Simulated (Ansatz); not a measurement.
# Rh (P6_3/mmc) in Ansatz: further runs

One crystal, Rh, is run at these levels: PBEsol; tasks: phonons, elastic constants.

All numbers are computed with Ansatz 0.2.0; they aren't measurements. Logs are shortened: lines on timing, memory, paths and dates and some standing lists are left out, and cuts for length are marked.

## Step 1: Starting point

The structure is hexagonal, space group P6_3/mmc (No. 194). The conventional cell has a = 2.692 Å, b = 2.692 Å, c = 8.798 Å, α = 90.00°, β = 90.00°, γ = 120.00°. Rh (site symmetry -6m2) has 12 Rh at 2.69 Å as nearest neighbours. Around Rh (site symmetry -3m) lie 12 Rh at 2.69 Å.

This isn't the form of Rh at room conditions, which is fcc.

## Step 2: Phonons, PBEsol

input.yaml

```yaml
crystal:
  lattice:
    - [2.6917446234, 0.0, 0.0]
    - [-1.3458723117, 2.3311192244, 0.0]
    - [0.0, 0.0, 8.79807013]
  atoms:
    - { symbol: Rh, position: [0.6666666667, 0.3333333333, 0.75] }
    - { symbol: Rh, position: [0.0, 0.0, 0.5] }
    - { symbol: Rh, position: [0.3333333333, 0.6666666667, 0.25] }
    - { symbol: Rh, position: [0.0, 0.0, 0.0] }
hamiltonian:
  xc: pbesol
  pseudopotentials: { kind: paw }
kpoints:
  mp_grid: { grid: [10, 10, 4] }
scf:
  occupations: { method: fermi_dirac, width: 0.05 }
phonons:
  method: dfpt
```

Potentials or basis: Ansatz PAW.

Run with:

```console
> ansatz run input.yaml --threads 2 --pin off --max-ram 5632MiB --backend cpu --events-out ev --progress --plain --runs-dir out
```

The log of the run:

```text
Warning: RAYON_NUM_THREADS=2 ignored (pool sized by the plan → 2); use --threads N
Engine: ansatz 0.2.0, aarch64-unknown-linux-gnu
Pseudopotentials: kind: paw
Pseudopotential: Rh, paw, valence charge 17, recommended cutoff 420 eV (normal), Rh.paw.azcp
Functional definition: PBEsol
  exchange = pbesol_x
  correlation = pbesol_c
Crystal: 4 atoms, lattice volume = 55.206 Å³
Basis set: ecut = 420 eV, 1091 PW (Γ), exchange–correlation on 36×36×120 points (8 copies of the dense FFT grid, shifted against one another)
Bands: 41, of which v1, the nominal top of the filled ones, is band 34 counted from 1 (33 counted from 0)
Symmetry: 24 space group operations
k-points: 117 of 400 (irreducible under 2 space group operations, time reversal used)
Non-local potential: Rh, projectors of the file, l = 0: 3, l = 1: 2, l = 2: 2, l = 3: 1
PAW form: soft (Blöchl's): semilocal exchange-correlation on the pseudo side does not see the compensation charge
PAW frozen core: Rh, regenerated for the run's functional, and the local potential with it (the file was generated under x = pbe(κ = 0.804, μ = 0.2195149727645171), c = pbe(β = 0.06672455060314922))
PAW one-centre angular grid: Rh, 590 points (default); XC on 64 Gauss nodes
Initial density: superposition of atomic densities (neutral atoms: chi_scale 0, normalization atom), corrected by the library's trained network
Initial wavefunctions: pseudopotential atomic-orbital guess
Functional: x = pbesol(κ = 0.804, μ = 0.12345679012345678), c = pbesol(β = 0.046)
SCF iter   1: F=—  HF=-25354.943266 eV  |F-HF|=—  |Δ(HF+E_count)|=         —  Δρ=1.20e-2  dr2=5.57e-2  ethr=1.77e-3  ⟨swp⟩=6.2  Hψ=16606  notcnv=0  defer=8
preconditioner: auto → Kerker (q_TF=auto, 2.825 Å⁻¹)  [metal: Δε(μ)=0.037 eV  Ē_g=6.513 eV  σ=0.050 eV  W_gap=0.18  n_scr=24 (ndim 8)  ℏωp=30.0 eV  f_vac=0.000  D(μ)=4.86/eV (n_scr^D=64)]
SCF iter   2: F=—  HF=-25354.932997 eV  |F-HF|=—  |Δ(HF+E_count)|=   1.03e-2  Δρ=5.49e-3  dr2=1.08e-2  ethr=8.19e-5  ⟨swp⟩=2.8  Hψ=8004  notcnv=0  defer=42
SCF iter   3: F=—  HF=-25354.929265 eV  |F-HF|=—  |Δ(HF+E_count)|=   3.73e-3  Δρ=9.50e-4  dr2=1.51e-4  ethr=1.59e-5  ⟨swp⟩=2.0  Hψ=6765  notcnv=0  defer=42
SCF iter   4: F=—  HF=-25354.929271 eV  |F-HF|=—  |Δ(HF+E_count)|=   5.71e-6  Δρ=1.34e-4  dr2=5.92e-6  ethr=2.22e-7  ⟨swp⟩=2.3  Hψ=7664  notcnv=0  defer=42
SCF iter   5: F=—  HF=-25354.929270 eV  |F-HF|=—  |Δ(HF+E_count)|=   1.82e-7  Δρ=2.68e-5  dr2=1.70e-7  ethr=8.71e-9  ⟨swp⟩=2.6  Hψ=8793  notcnv=0  defer=42
SCF iter   6: F=—  HF=-25354.929270 eV  |F-HF|=—  |Δ(HF+E_count)|=  6.11e-10  Δρ=5.86e-6  dr2=1.19e-8  ethr=2.50e-10  ⟨swp⟩=1.2  Hψ=5103  notcnv=0  defer=42
SCF iter   7: F=—  HF=-25354.929270 eV  |F-HF|=—  |Δ(HF+E_count)|=  5.17e-10  Δρ=1.63e-6  dr2=8.84e-10  ethr=1.75e-11  ⟨swp⟩=1.5  Hψ=6354  notcnv=0  defer=42
SCF iter   8: F=—  HF=-25354.929270 eV  |F-HF|=—  |Δ(HF+E_count)|=  1.60e-10  Δρ=3.55e-7  dr2=2.72e-11  ethr=1.30e-12  ⟨swp⟩=2.4  Hψ=7822  notcnv=0  defer=42
SCF iter   9: F=-25354.929270 eV  HF=-25354.929270 eV  |F-HF|=3.64e-12  |Δ(HF+E_count)|=  7.28e-12  Δρ=9.92e-8  dr2=2.30e-12  ethr=1.00e-12  ⟨swp⟩=6.7  Hψ=19555  notcnv=0
SCF 1 converged in 9 iterations: F = -25354.929270 eV  dr2 = 2.30e-12
DFPT response loops at Γ: preconditioner auto → Kerker (q_TF=auto, 2.825 Å⁻¹) (partly filled bands, converged f_vac=0.000); β = 1.00, the filter's whole step (`scf.mixing.beta` (0.50) is not read by the response loops under this deck's `scf.mixing.preconditioner`; to damp them name `kerker` or `kerker_dos`, under which they read `scf.mixing.beta`, and type it under 1.00, their step now; both keys bind the ground state too); Broyden in place of MSR1
SCF converged after 9 iterations
Free energy (F): -25354.929270 eV
Harris-Foulkes:  -25354.929270 eV  (|F-HF|=3.64e-12)
Internal energy: -25354.886261 eV  (E = F + TS)
E sigma→0 (E₀):  -25354.907766 eV
Entropy (-TS):   -0.043009 eV (-10.752 meV/atom)
Fermi energy:    22.185143 eV
--- Per-component energies (eV) ---
  E_band       = -356.425466
  E_kinetic    = 2291.838145
  E_local      = -6272.745755  (includes V_loc(G=0)·N_el)
  E_nonlocal   = 1425.235536
  E_hartree    = 2198.459700
  E_xc         = -882.084012
  E_vxc        = -1111.374855  (∫ρ·V_xc dr)
  E_paw        = -14095.135098  (= ΣΔE_a)
  E_vpaw       = -1086.301258  (= ΣTr[D̂ρ^β])
  E_aug_tail   = 0.003246  (compensation charges beyond the density's cutoff)
  E_ewald      = -10021.562823
  E_core_change = 1.104799  (= ΣΔE_core)
  E_smearing   = -0.043009  (= −TS)
  E_closure    = 0.000000  (closes the sum)
  Σ components = -25354.929270   (vs F -25354.929270, Δ=0.00e0)
--- Band table (eV; the first three rows and the last of 117) ---
  k-point 0: bands = ["-56.6666", "-56.6187", "-56.6024", "-56.5541", "-24.8765", "-24.5251", "-24.5125", "-24.2642", "-24.2642", "-24.2225", "-24.2225", "-24.2044", "-24.2044", "-24.1623", "-24.1623", "-24.1488", "14.1055", "15.8994", "15.9136", "15.9935", "18.9065", "18.9460", "18.9876", "18.9876", "19.0297", "19.0297", "19.0431", "19.4073", "19.4073", "19.5129", "19.5129", "20.7258", "20.7258", "21.3142", "21.3142", "21.8145", "21.8145", "22.5845", "22.5845", "22.7765", "30.6341"]
  k-point 1: bands = ["-56.6624", "-56.6333", "-56.5877", "-56.5583", "-24.8497", "-24.6571", "-24.3786", "-24.2605", "-24.2605", "-24.2346", "-24.2346", "-24.1922", "-24.1922", "-24.1775", "-24.1661", "-24.1661", "14.2622", "15.3351", "16.0306", "16.1424", "18.7188", "18.9790", "19.0302", "19.0302", "19.0782", "19.0782", "19.3403", "19.3403", "19.4351", "19.4351", "19.7226", "20.8226", "20.8226", "21.2251", "21.2251", "21.9548", "21.9548", "22.2013", "22.4875", "22.4875", "31.3848"]
  k-point 2: bands = ["-56.6506", "-56.6506", "-56.5703", "-56.5703", "-24.7729", "-24.7729", "-24.2585", "-24.2585", "-24.2500", "-24.2500", "-24.2500", "-24.2500", "-24.1768", "-24.1768", "-24.1768", "-24.1768", "14.7059", "14.7059", "16.1146", "16.1146", "18.8266", "18.8266", "19.1241", "19.1241", "19.1241", "19.1241", "19.2926", "19.2926", "19.2926", "19.2926", "20.9620", "20.9620", "21.0302", "21.0302", "21.0302", "21.0302", "22.2386", "22.2386", "22.2386", "22.2386", "33.1428"]
  k-point 116: bands = ["-56.5548", "-56.5467", "-56.5252", "-56.5170", "-24.7817", "-24.7592", "-24.7101", "-24.6998", "-24.5467", "-24.5207", "-24.4576", "-24.4245", "-24.3979", "-24.3620", "-24.2897", "-24.2821", "16.6923", "16.7879", "17.1485", "17.1996", "17.4595", "17.7395", "17.9883", "18.5807", "18.7487", "18.9310", "19.3684", "19.8202", "19.9160", "20.3662", "21.0782", "21.4231", "21.6765", "22.4946", "22.7961", "22.9551", "25.1061", "25.5829", "27.3580", "29.9138", "31.5927"]
--- Phonons (Γ-DFPT): 4 representative perturbations + reference, on 117 of 400 k-points (Σ response iterations 16) ---
  k mesh reduced under 2 symmetry operations, with k and −k counted as one. Each operation leaves every solved perturbation unchanged. A smaller set is not used because it would not reduce the number of displacements times k-points to solve
  ASR residual: 2.065e-3 → 0.000e0 eV/Å²; symmetrization residual: 1.775e-5 eV/Å²
  ASR residual per site (eV/Å²): 2.06e-3 1.75e-3 2.06e-3 1.75e-3
  Γ frequencies (cm⁻¹): 0.00 0.00 0.00 92.89 92.89 111.57 111.57 135.11 135.11 186.34 192.89 242.67
  non-analytic LO–TO correction: not included (Born effective charges unavailable; polar crystals: no LO–TO splitting at Γ)
```

Run time: 80 s. Hardware: 2 threads of Arm Neoverse V1, shared host; peak memory 0.99 GiB.

Results:

| Item | Value |
| --- | --- |
| Free energy | -25354.9293 eV |
| Band gap on the k mesh | none (metal or under the smearing width) |
| Highest phonon frequency at Γ | 243 cm⁻¹ |

Phonon frequencies in cm⁻¹ (negative: imaginary):
```csv
q point,frequencies
"(0.000, 0.000, 0.000)",0 0 0 93 93 112 112 135 135 186 193 243
```

Caveat: the PAW data sets come from PBE, with cores solved anew for the run's functional, which leaves a small shift of forces and pressure.

## Step 3: Elastic constants, PBEsol

input.yaml, as its differences from that of step 2:

```diff
@@ -17,3 +17,7 @@
   occupations: { method: fermi_dirac, width: 0.05 }
-phonons:
-  method: dfpt
+output:
+  forces: true
+  stress: true
+elastic:
+  mode: clamped_ion
+  stencil: two_point
```

Potentials or basis: Ansatz PAW.

Run with:

```console
> ansatz run input.yaml --threads 2 --pin off --max-ram 5632MiB --backend cpu --events-out ev --progress --plain --runs-dir out
```

Run time: 33 s. Hardware: 2 threads of Arm Neoverse V1, shared host; peak memory 0.49 GiB.

It converged, with:

```
Free energy            : -25354.9293 eV
Pressure               : -5.7 GPa
Band gap on the k mesh : none (metal or under the smearing width)
Voigt bulk modulus     : 264 GPa
```

Stress tensor (GPa, compression positive):
```
-6.07  0.00  0.00
 0.00 -6.07  0.00
 0.00  0.00 -5.05
```

Levels at points of the mesh, in eV from the Fermi level:
```csv
k point,band 30,band 31,band 32,band 33,band 34,band 35,band 36,band 37
"(0.00, 0.00, 0.00)",-2.67,-2.67,-1.46,-1.46,-0.87,-0.87,-0.37,-0.37
"(0.00, 0.00, -0.50)",-2.89,-1.22,-1.22,-1.15,-1.15,-1.15,-1.15,0.05
"(0.00, -0.50, 0.00)",0.52,0.52,0.57,0.63,0.80,0.80,0.84,1.14
"(0.00, -0.50, -0.50)",-1.04,-0.13,-0.13,0.56,0.56,0.77,0.77,2.79
```

Elastic tensor in Voigt notation (GPa, ions clamped, in the Cartesian axes of the cell as first typed):
```
473 154 158   0   0   0
154 473 158   0   0   0
159 159 490   0   0   0
  0   0   0 114   0   0
  0   0   0   0 114   0
  0   0   0   0   0 159
```

Caveat: the cell is more than 3 GPa from zero pressure, which shifts response properties; elastic constants of metals need much finer meshes, so these are rough; the PAW data sets come from PBE, with cores solved anew for the run's functional, which leaves a small shift of forces and pressure.
